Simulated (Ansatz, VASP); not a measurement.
**One calculation of BaS, two programs**

```
Ba S
1.0
     0.00000    3.09318    3.09318
     3.09318    0.00000    3.09318
     3.09318    3.09318    0.00000
Ba S
1 1
Direct
  0.50000 0.50000 0.50000
  0.00000 0.00000 0.00000
```

Alike in both runs: task single point; functional LDA; k mesh 6 × 6 × 6; occupations gaussian, width 0.05 eV; no spin polarisation.

```csv
,VASP,Ansatz
version,VASP 6.6.1,Ansatz 0.2.0
potentials or method,"VASP PAW LDA potentials, release 64 (Ba_sv, S)","scalar-relativistic, plane waves, PAW"
plane-wave cutoff (eV),520,420
valence electrons in the cell,16,16
```

|  | VASP | Ansatz | Ansatz less VASP |
| --- | --- | --- | --- |
| gap on the k mesh at the Fermi level (eV) | 1.71 | 1.83 | +0.129 |
| least direct gap on the mesh (eV) | 1.78 | 1.87 | +0.090 |
| pressure (GPa) | 3.2 | 2.3 | -0.91 |

Caveats: spin-orbit coupling is left out, which moves the levels of the heavy elements. Expect the measured gap to be larger: semilocal functionals such as LDA lack the derivative discontinuity. A k mesh can miss the band edges.
